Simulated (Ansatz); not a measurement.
Level of theory: DFT, PBE, plane waves (420 eV) with PAW, scalar-relativistic (Ansatz 0.2.0).

An element in the fcc structure gives this curve. The cell is scaled uniformly from the relaxed one, with fractional coordinates and shape fixed. Energies are extrapolated to zero smearing, pressures are those at the given smearing. Magnetic state: spin not included.

```tsv
V (Å³/atom)	E − E₀ (meV/atom)	P (GPa)
12.708	71.2	14.44
13.285	29.6	8.76
13.863	7.0	4.06
14.440	-0.1	0.22
15.018	5.4	-2.88
15.596	21.0	-5.34
16.173	44.3	-7.28
```

**Question.** Which element is it?
A. silicon
B. palladium
C. zinc
D. tungsten

**Answer.** A. Its fit is V₀ = 14.46 Å³/atom, B₀ = 85 GPa, B₀′ = 4.4.
